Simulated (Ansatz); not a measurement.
**Hf2Si: straining the crystal, biaxial strain in the a-b plane**

How does Hf2Si answer biaxial strain in the a-b plane between -3 and +3 %? At each strain the length and tilt of c and the atoms relax, within the symmetry that is left.

Method: DFT PBEsol, scalar-relativistic, plane waves, PAW, in Ansatz 0.2.0.

2 further runs of the same task are left out: 2 set aside as unsound or not needed.

## 1. The structure to begin with

It takes space group I4/mcm (No. 140, tetragonal). The conventional cell has a = 6.511 Å, b = 6.511 Å, c = 5.143 Å, α = 90.00°, β = 90.00°, γ = 90.00°. Hf (site symmetry m2m) is surrounded by 4 Si at 2.77 Å and 3 Hf at 2.89 to 3.09 Å. Around Si (site symmetry 422) lie 2 Si at 2.57 Å and 8 Hf at 2.77 Å.

Coordinates:

```
Hf Si
1.0
     6.51065    0.00000    0.00000
     0.00000    6.51065    0.00000
     0.00000    0.00000    5.14322
Hf Si
8 4
Direct
  0.15675 0.34325 0.00000
  0.84325 0.34325 0.50000
  0.84325 0.65675 0.00000
  0.15675 0.65675 0.50000
  0.65675 0.84325 0.50000
  0.34325 0.84325 0.00000
  0.34325 0.15675 0.50000
  0.65675 0.15675 0.00000
  0.00000 0.00000 0.25000
  0.00000 0.00000 0.75000
  0.50000 0.50000 0.75000
  0.50000 0.50000 0.25000
```

It goes back to an entry of the Materials Project, which need not be the stable form.

## 2. Reference cell for the strains

File input.yaml:

```yaml
crystal:
  lattice:
    - [6.5106518769, 0.0, 0.0]
    - [0.0, 6.5106518769, 0.0]
    - [0.0, 0.0, 5.1432152652]
  atoms:
    - { symbol: Hf, position: [0.1567471515, 0.3432528485, 0.0] }
    - { symbol: Hf, position: [0.8432528485, 0.3432528485, 0.5] }
    - { symbol: Hf, position: [0.8432528485, 0.6567471515, 0.0] }
    - { symbol: Hf, position: [0.1567471515, 0.6567471515, 0.5] }
    - { symbol: Hf, position: [0.6567471515, 0.8432528485, 0.5] }
    - { symbol: Hf, position: [0.3432528485, 0.8432528485, 0.0] }
    - { symbol: Hf, position: [0.3432528485, 0.1567471515, 0.5] }
    - { symbol: Hf, position: [0.6567471515, 0.1567471515, 0.0] }
    - { symbol: Si, position: [0.0, 0.0, 0.25] }
    - { symbol: Si, position: [0.0, 0.0, 0.75] }
    - { symbol: Si, position: [0.5, 0.5, 0.75] }
    - { symbol: Si, position: [0.5, 0.5, 0.25] }
basis:
  ecutwfc: 420
kpoints:
  mp_grid: { grid: [6, 6, 8] }
hamiltonian:
  xc: pbesol
scf:
  occupations: { method: gaussian, width: 0.1 }
output:
  forces: true
  stress: true
  eigenvalues: true
```

Command:

```
> ansatz run input.yaml --threads 1 --pin off --max-ram 2560MiB --backend cpu --events-out ev --progress --plain --runs-dir out
```

Further runs follow: the cell strained by -1.0 %; the cell strained by +1.0 %; the cell strained by -2.0 %; At +2.0 %; strain -3.0 %; strain +3.0 %.

Before running it: what results should come out? Wanted: (1/V) d²E/dε² at zero strain, cubic fit; strain of the free axis c per applied strain.

The runs gave:

| quantity | value |
| --- | --- |
| largest energy cost | 32.9 meV/atom at -3.0 % |
| (1/V) d²E/dε² at zero strain, cubic fit | 613 GPa |
| strain of the free axis c per applied strain | -0.59 |

In words: From the curvature follows twice the biaxial modulus: 613 GPa. Compression by 3 % costs 32.9 meV/atom and stretching 29.7. The free axis c moves against the applied strain (factor -0.59). Spin-orbit coupling is left out for Hf.
